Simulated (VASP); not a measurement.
Wanted: the native input for a VASP 6.6.1 run.

| Item | Value |
| --- | --- |
| Task | relaxation of cell and atoms |
| Functional | r2SCAN |
| Potentials or basis | VASP PAW PBE potentials, release 64 (Mg, Sn_d) |
| Cutoff | 600 eV |
| k mesh | 10 × 10 × 10 |
| Occupations | gaussian, width 0.03 eV |
| Spin | no spin polarisation |
| Further INCAR settings | ALGO = Normal; EDIFF = 1e-06; IBRION = 2; EDIFFG = -0.01; NSW = 90; ISIF = 3 |

The structure of Mg2Sn lies in POSCAR:

```
Mg2Sn
1.0
    0.0000000000      3.3695000000      3.3695000000
    3.3695000000      0.0000000000      3.3695000000
    3.3695000000      3.3695000000      0.0000000000
Mg Sn
2 1
Direct
    0.2500000000      0.2500000000      0.2500000000
    0.7500000000      0.7500000000      0.7500000000
    0.0000000000      0.0000000000      0.0000000000
```

The input as run:

INCAR

```
ALGO = Normal
EDIFF = 1E-6
EDIFFG = -0.01
ENCUT = 600
IBRION = 2
ISIF = 3
ISMEAR = 0
LASPH = T
LCHARG = F
LMIXTAU = T
LREAL = F
LWAVE = F
METAGGA = R2SCAN
NELM = 80
NSW = 90
PREC = Accurate
SIGMA = 0.03
```

KPOINTS

```
k-points
0
Gamma
  10 10 10
```

Potentials or basis: VASP PAW PBE potentials, release 64 (Mg, Sn_d).

Command:

```console
$ cat potpaw_PBE.64/Mg/POTCAR potpaw_PBE.64/Sn_d/POTCAR > POTCAR
$ mpirun -np 1 vasp_std > vasp.out
```

It gave:

| Quantity | Value |
| --- | --- |
| Relaxed volume | 25.64 Å³/atom |
| Relaxed cell | a = 4.773 Å, b = 4.773 Å, c = 4.773 Å, α = 60.00°, β = 60.00°, γ = 60.00° |
| Space group after relaxing (to 0.05 Å) | Fm-3m (No. 225) |
| Energy gained by relaxing | 0.1 meV/atom |
| Ionic steps | 4 |
| Pressure after relaxing | 0.0 GPa |
| Band gap on the k mesh | 0.18 eV, indirect (least direct gap 2.02 eV) |

Caveat: the PAW data sets were made with another functional, which shifts forces and pressure a little; spin-orbit coupling is left out, which moves the levels of the heavy elements.

It took 6.8 min on 1 thread of Intel(R) Xeon(R) Platinum 8488C (Sapphire Rapids) (shared host), peak memory 0.31 GiB.
